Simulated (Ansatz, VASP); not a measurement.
# Two plane-wave programs on SrCl2

```
Sr Cl
1.0
     0.00000    3.48550    3.48550
     3.48550    0.00000    3.48550
     3.48550    3.48550    0.00000
Sr Cl
1 2
Direct
  0.00000 0.00000 0.00000
  0.25000 0.25000 0.25000
  0.75000 0.75000 0.75000
```

Alike in both runs: task single point; functional PBEsol; k mesh 4 × 4 × 4; occupations gaussian, width 0.1 eV; no spin polarisation.

|  | VASP | Ansatz |
| --- | --- | --- |
| version | VASP 6.6.1 | Ansatz 0.2.0 |
| potentials or method | VASP PAW PBE potentials, release 64 (Sr_sv, Cl) | scalar-relativistic, plane waves, PAW |
| plane-wave cutoff (eV) | 520 | 420 |
| valence electrons in the cell | 24 | 24 |

|  | VASP | Ansatz | Ansatz less VASP |
| --- | --- | --- | --- |
| gap on the k mesh at the Fermi level (eV) | 5.14 | 5.15 | +0.010 |
| least direct gap on the mesh (eV) | 5.36 | 5.36 | +0.003 |
| pressure (GPa) | -0.9 | -1.0 | -0.12 |

With one functional, cell and mesh, what is left measures potentials, basis and numerics.

Caveats: the PAW data sets were made with another functional, which shifts forces and pressure a little (VASP). A k mesh can miss the band edges. As with any semilocal functional, this PBEsol gap is likely too small.
